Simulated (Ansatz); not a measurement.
# Pd: stress in a strained cell

Pd is deformed so: equal xx and yy strain of +2 %. What stress and forces result, by LAPW, PAW and all-electron datasets made for the crystal?

Computed with Ansatz 0.2.0 (DFT PBE, scalar-relativistic, unless a step's input says otherwise).

## 1. The system as given

It takes space group Fm-3m (No. 225, cubic). Conventional cell: a = 3.890 Å, b = 3.890 Å, c = 3.890 Å, α = 90.00°, β = 90.00°, γ = 90.00°. Pd (site symmetry m-3m) is surrounded by 12 Pd at 2.75 Å.

Structure file:

```cif
data_structure
_symmetry_space_group_name_H-M 'Fm-3m'
_symmetry_Int_Tables_number 225
_cell_length_a 3.8898
_cell_length_b 3.8898
_cell_length_c 3.8898
_cell_angle_alpha 90.000
_cell_angle_beta 90.000
_cell_angle_gamma 90.000
_cell_volume 58.85
loop_
_atom_site_label
_atom_site_type_symbol
_atom_site_symmetry_multiplicity
_atom_site_Wyckoff_symbol
_atom_site_fract_x
_atom_site_fract_y
_atom_site_fract_z
_atom_site_occupancy
Pd1 Pd 4 a 0.00000 0.00000 0.00000 1
```

The file gives the conventional cell by its symmetry; the runs use the cell typed in the input.

## 2. After the deformation

Space group Fm-3m before, I4/mmm after.

## 3. All-electron LAPW

File input.yaml:

```yaml
crystal:
  lattice:
    - [0.0, 1.983798, 1.9449]
    - [1.983798, 0.0, 1.9449]
    - [1.983798, 1.983798, 0.0]
  atoms:
    - { symbol: Pd, position: [0.0, 0.0, 0.0] }
kpoints:
  mp_grid: { grid: [18, 18, 18] }
  band_path:
    path:
      - [0.0, 0.0, 0.0]
      - [0.0, 0.5, 0.5]
      - [0.25, 0.75, 0.5]
      - [0.0, 0.5, 0.0]
      - [0.0, 0.0, 0.0]
      - [0.5, 0.5, 0.0]
      - [0.38005, 0.61995, 0.0]
      - [-0.38005, 0.38005, 0.0]
      - [0.0, 0.0, 0.0]
    npoints: 5
scf:
  occupations: { method: fermi_dirac, width: 0.05 }
hamiltonian:
  xc: pbe
  pseudopotentials: { kind: all_electron, lapw: { basis_error: 0.00025 } }
output:
  forces: true
  stress: true
  eigenvalues: true
```

Started as:

```bash
> ansatz run input.yaml --threads 1 --pin off --max-ram 3072MiB --backend cpu --events-out ev --progress --plain --runs-dir out
```

## 4. PAW on the default files

File input.yaml:

```yaml
crystal:
  lattice:
    - [0.0, 1.983798, 1.9449]
    - [1.983798, 0.0, 1.9449]
    - [1.983798, 1.983798, 0.0]
  atoms:
    - { symbol: Pd, position: [0.0, 0.0, 0.0] }
kpoints:
  mp_grid: { grid: [18, 18, 18] }
scf:
  occupations: { method: fermi_dirac, width: 0.05 }
hamiltonian:
  xc: pbe
  pseudopotentials: { kind: paw }
output:
  forces: true
  stress: true
  eigenvalues: true
  efg: { contact_densities: true }
```

## 5. All-electron PAW on datasets made for the crystal

input.yaml, as its differences from that of step 4:

```diff
@@ -13,3 +13,3 @@
   xc: pbe
-  pseudopotentials: { kind: paw }
+  pseudopotentials: { kind: all_electron, datasets: crystal }
 output:
```

(Steps that only read results are left out.)

**Question.** What will these runs give? Wanted: pressure; largest shear or deviatoric stress.

**Answer**, as computed:

```
                                 quantity                                           value
                                 pressure  LAPW 0.06, PAW 0.16, crystal datasets 0.06 GPa
largest shear or deviatoric stress (LAPW)                                        0.63 GPa
```

**Reading.** The largest part of the stress beyond the pressure is 0.63 GPa in size, in the zz component. No run of the undeformed cell stands beside it, so the pressure holds what the given cell had before the change. PAW: stress within 0.10 GPa of LAPW. Crystal datasets: stress within 0.01 GPa of LAPW.
